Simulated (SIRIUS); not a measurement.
## SrO under changes of volume

One of the cells (16.995 Å³/atom); the others are scaled copies at fixed shape and fractional positions:

```xyz
4
Lattice="3.5533 0.0000 0.0000 -1.7766 3.0772 0.0000 0.0000 0.0000 6.2173" Properties=species:S:1:pos:R:3 pbc="T T T"
Sr    1.7766    1.0257    4.6630
Sr    0.0000    2.0515    1.5543
O     0.0000    0.0000    3.1087
O     0.0000    0.0000    0.0000
```

Measurements of this composition are mostly on another form, of space group No. 225.

```yaml
Program: SIRIUS 7.12.0
Functional: LDA
Potentials_or_basis: all-electron FP-LAPW
Cutoff: 276 eV
Basis: apw+lo standard
k_mesh: 9 × 9 × 5
Occupations: fermi-dirac, width 0.05 eV
Spin: no spin polarisation
```

```tsv
volume (Å³/atom)	energy over the lowest point (meV/atom)	gap on the mesh (eV)
15.976	0.00	2.97
16.316	2.77	2.97
16.656	9.56	2.97
16.995	19.86	2.87
17.335	?	?
17.675	49.76	2.66
18.015	68.64	2.56
```

Task: What does the run at 17.335 Å³/atom give?

Result: Energy over the lowest point 33.36 meV/atom; gap on the mesh 2.76 eV.

Worked out: A Birch-Murnaghan fit of order 3 (a polynomial in V^(-2/3)) to the other rows has its minimum at 15.93 Å³/atom, just outside them, with B0 = V·E''(V) = 101 GPa and B' = 4.4 at fixed shape and positions, which overstates the stiffness. It gives 33.39 meV/atom at 17.335 Å³/atom, against the run's 33.36. A parabola through the other rows of the gap, of slope -5.11 eV per unit of ln V there, gives 2.79 eV, against the run's 2.76.

Energies are extrapolated to zero smearing.

Caveats: an odd mesh through Γ misses points on the zone boundary, where band edges often lie. Spin-orbit coupling on Sr is left out.
